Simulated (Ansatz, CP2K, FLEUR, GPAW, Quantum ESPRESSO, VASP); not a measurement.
One calculation of BaTiO3, 6 ways

```
Ba Ti O
1.0
     3.99980    0.00000    0.00000
     0.00000    3.99980    0.00000
     0.00000    0.00000    4.01800
Ba Ti O
1 1 3
Direct
  0.00000 0.00000 0.00000
  0.50000 0.50000 0.49000
  0.00000 0.50000 0.51700
  0.50000 0.00000 0.51700
  0.50000 0.50000 0.01900
```

Alike in all runs: task single point; functional PBEsol; k mesh 7 × 7 × 7; occupations fermi-dirac, width 0.05 eV; no spin polarisation; no spin-orbit coupling. Pressure is positive in compression and, in plane waves, holds the error of the finite cutoff.

```
                                                                     program and potentials  plane-wave cutoff (eV)                                  notes  pressure (GPa)  largest force (eV/Å)
CP2K, POTENTIAL_UZH Ba GTH-PBE-q10, Ti GTH-PBE-q12, O GTH-PBE-q6; TZVP-MOLOPT-PBE-GTH basis                       -  atomic basis; potentials made for PBE           -1.57                     -
                                             Ansatz, all-electron LAPW, scalar-relativistic                       -                                      -           -3.83                 0.359
                                                                 FLEUR, all-electron, FLAPW                       -                                      -               -                 0.356
                                          GPAW, PAW data sets generated for this functional                     800                                      -           -2.35                 0.285
                                                          Quantum ESPRESSO, GBRV 1.5 PBEsol                     612                                      -           -2.82                 0.345
                                                VASP, PBE PAW files Ba_sv, O, Ti_sv, 520 eV                     520                potentials made for PBE           -2.02                 0.323
```

Force on atom 5 (O), eV/Å:

| program and potentials | x | y | z |
| --- | --- | --- | --- |
| Ansatz, all-electron LAPW, scalar-relativistic | 0.000 | 0.000 | 0.359 |
| FLEUR, all-electron, FLAPW | 0.000 | 0.000 | 0.356 |
| GPAW, PAW data sets generated for this functional | 0.000 | 0.000 | 0.285 |
| Quantum ESPRESSO, GBRV 1.5 PBEsol | 0.000 | 0.000 | 0.345 |
| VASP, PBE PAW files Ba_sv, O, Ti_sv, 520 eV | 0.000 | 0.000 | 0.323 |

The pressure spans -3.83 (Ansatz, all-electron LAPW, scalar-relativistic) to -1.57 GPa (CP2K, POTENTIAL_UZH Ba GTH-PBE-q10, Ti GTH-PBE-q12, O GTH-PBE-q6; TZVP-MOLOPT-PBE-GTH basis), with all-electron results at -3.83. Rows in atomic bases carry the error of their basis and grid, which can be large.

The functional is the same throughout but for its coding, so the spread measures potentials, basis and numerics; runs on potential files found faulty are left out.
